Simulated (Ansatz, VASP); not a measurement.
In: VASP beside Ansatz

INCAR

```
PREC     = Accurate       # precision mode
ENCUT    = 520            # plane-wave cutoff, eV
EDIFF    = 1E-6           # SCF threshold, eV
ISMEAR   = 0              # smearing method
SIGMA    = 0.1            # smearing width, eV
LREAL    = F              # projectors in reciprocal space
LASPH    = T              # aspherical terms in the spheres
NELM     = 80             # most SCF steps
ALGO     = Normal         # electronic algorithm
ISIF     = 2              # what is computed and relaxed
LWAVE    = F              # write WAVECAR
LCHARG   = F              # write CHGCAR
GGA      = PE             # functional
IVDW     = 12             # dispersion correction
NBANDS   = 12             # bands
```

File KPOINTS:

```
regular mesh
0
Gamma
  8 8 8
```

Contents of POSCAR:

```
In
1.0
   -1.6947072700      1.6947072700      2.2973723900
    1.6947072700     -1.6947072700      2.2973723900
    1.6947072700      1.6947072700     -2.2973723900
In
1
Direct
    0.0000000000      0.0000000000      0.0000000000
```

Input for Ansatz:

```yaml
crystal:
  lattice:
    - [-1.69470727, 1.69470727, 2.29737239]
    - [1.69470727, -1.69470727, 2.29737239]
    - [1.69470727, 1.69470727, -2.29737239]
  atoms:
    - { symbol: In, position: [0.0, 0.0, 0.0] }
basis:
  ecutwfc: 420
kpoints:
  mp_grid: { grid: [8, 8, 8] }
hamiltonian:
  xc: pbe
  dispersion: d3bj
  pseudopotentials: { kind: paw, azcp: { folder: soft_1 } }
scf:
  occupations: { method: gaussian, width: 0.1 }
output:
  forces: true
  stress: true
  eigenvalues: true
```

Alike in both runs: task single point; functional PBE; dispersion D3(BJ); k mesh 8 × 8 × 8; occupations gaussian, width 0.1 eV; no spin polarisation.

```csv
,VASP,Ansatz
version,VASP 6.6.1,Ansatz 0.2.0
potentials or method,"VASP PAW PBE potentials, release 64 (In_d)","scalar-relativistic, plane waves, PAW"
plane-wave cutoff (eV),520,420
valence electrons in the cell,13,13
```

|  | VASP | Ansatz | Ansatz less VASP |
| --- | --- | --- | --- |
| gap on the k mesh at the Fermi level (eV) | none | none | - |
| pressure (GPa) | -0.4 | -0.4 | +0.04 |
| largest component of the traceless stress (GPa) | 1.84 | 1.84 | 0.000 |

A gap of «none» marks a metal or a gap that the smearing closes.

Caveats: pairwise dispersion overbinds metals, which lowers pressure and volume.
